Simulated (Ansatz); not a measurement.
# Hf-177 nuclear quadrupole resonance in HfO₂

Cell: a structure deposited in the COD, its atoms then relaxed with PBE in this cell.

Space group P2_1/c (No. 14); a = 5.1180, b = 5.1857, c = 5.2841 Å, β = 99.35°.

| site | Wyckoff | site symmetry | x | y | z |
| --- | --- | --- | --- | --- | --- |
| Hf | 4e | 1 | 0.2767 | 0.0419 | 0.2081 |
| O5 | 4e | 1 | 0.4466 | 0.7584 | 0.4803 |
| O9 | 4e | 1 | 0.0726 | 0.3392 | 0.3389 |

One atom of each set is listed.

Method: Kohn–Sham DFT in Ansatz, r2SCAN, plane waves and PAW (field gradients read without the response of the frozen cores, which leaves them typically 4 to 6 % off), scalar-relativistic, 500 eV cutoff, Γ-centred 5×5×5 k-points, Fermi–Dirac smearing 0.02 eV.

Hf-177: I = 7/2, Q = 3365 mb (year-2017 value). Static lattice, zero field.

(1) The simulated lines lie at 76.9, 139.3, 211.3 MHz. What are |C_Q|, η and |V_zz| at Hf?

Results:

(1) For I = 7/2 and η = 0 the lines are |C_Q|/14 times 1, 2 and 3; η shifts the lowest up most. Here |C_Q| = 989 MHz, η = 0.16 and |V_zz| = 12.15 × 10²¹ V/m². The calculation gives V_zz positive; the lines don't show the sign. The site has 7 O at 2.04–2.24 Å.

Without spin–orbit coupling the gradients at and beside Hf can be off by some per cent, at some sites by more.
